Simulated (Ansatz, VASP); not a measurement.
**Ir in VASP and in Ansatz**

Contents of INCAR:

```
SYSTEM = Ir
PREC     = Accurate       ! precision mode
ENCUT    = 600            ! plane-wave cutoff, eV
EDIFF    = 1E-7           ! SCF threshold, eV
ISMEAR   = 0              ! smearing method
SIGMA    = 0.1            ! smearing width, eV
LREAL    = .FALSE.        ! projectors in reciprocal space
LASPH    = .TRUE.         ! aspherical terms in the spheres
NELM     = 100            ! most SCF steps
ALGO     = Normal         ! electronic algorithm
ISIF     = 3              ! what is computed and relaxed
LWAVE    = .FALSE.        ! write WAVECAR
LCHARG   = .FALSE.        ! write CHGCAR
GGA      = PE             ! functional
IBRION   = 2              ! ionic algorithm
NSW      = 90             ! ionic steps
EDIFFG   = -0.04          ! ionic threshold
```

KPOINTS

```
regular mesh
0
G
  4 4 4
  0 0 0
```

POSCAR

```
Ir
1.0
   -3.1624516543      3.1624516543      3.1624516543
    3.1624516543     -3.1624516543      3.1624516543
    3.1624516543      3.1624516543     -3.1624516543
Ir
8
Direct
    0.2060000000      0.2060000000      0.2060000000
    0.5000000000      0.0000000000      0.2940000000
    0.2940000000      0.5000000000      0.0000000000
    0.0000000000      0.2940000000      0.5000000000
    0.7940000000      0.7940000000      0.7940000000
    0.5000000000      0.0000000000      0.7060000000
    0.7060000000      0.5000000000      0.0000000000
    0.0000000000      0.7060000000      0.5000000000
```

Input for Ansatz:

```yaml
crystal:
  lattice:
    - [-3.1624516543, 3.1624516543, 3.1624516543]
    - [3.1624516543, -3.1624516543, 3.1624516543]
    - [3.1624516543, 3.1624516543, -3.1624516543]
  atoms:
    - { symbol: Ir, position: [0.206, 0.206, 0.206] }
    - { symbol: Ir, position: [0.5, 0.0, 0.294] }
    - { symbol: Ir, position: [0.294, 0.5, 0.0] }
    - { symbol: Ir, position: [0.0, 0.294, 0.5] }
    - { symbol: Ir, position: [0.794, 0.794, 0.794] }
    - { symbol: Ir, position: [0.5, 0.0, 0.706] }
    - { symbol: Ir, position: [0.706, 0.5, 0.0] }
    - { symbol: Ir, position: [0.0, 0.706, 0.5] }
basis:
  ecutwfc: 420
kpoints:
  mp_grid: { grid: [4, 4, 4] }
hamiltonian:
  xc: pbe
scf:
  occupations: { method: gaussian, width: 0.1 }
  lower_state_search: "off"
output:
  forces: true
  stress: true
  eigenvalues: true
relax:
  adjacent_minimum: "off"
  f_tol: 0.04
  max_steps: 70
  cell: { stress_tol: 0.4 }
```

Alike in both runs: task relaxation of cell and atoms; functional PBE; k mesh 4 × 4 × 4; occupations gaussian, width 0.1 eV; no spin polarisation.

|  | VASP | Ansatz |
| --- | --- | --- |
| version | VASP 6.6.1 | Ansatz 0.2.0 |
| potentials or method | VASP PAW PBE potentials, release 64 (Ir) | scalar-relativistic, plane waves, PAW |
| plane-wave cutoff (eV) | 600 | 420 |
| valence electrons in the cell | 72 | 136 |

Ansatz gave:

```
gap on the k mesh at the Fermi level, each at its own relaxed structure (eV) : none
relaxed volume (Å³/atom)                                                     : 18.54
relaxed cell length with the largest relative difference (Å)                 : 5.776
energy change over the relaxation (meV/atom)                                 : -848
```

Estimate VASP's values.

gap on the k mesh at the Fermi level, each at its own relaxed structure (eV): none; relaxed volume (Å³/atom): 18.51; relaxed cell length with the largest relative difference (Å): 5.772; energy change over the relaxation (meV/atom): -827.

A gap of «none» marks a metal or a gap that the smearing closes. The two sets of potentials don't hold the same shells in valence.

Caveats: the volume moved by over 15 % at a fixed basis, so the end points are rough. The runs have no spin-orbit coupling, so splittings on Ir are missing.
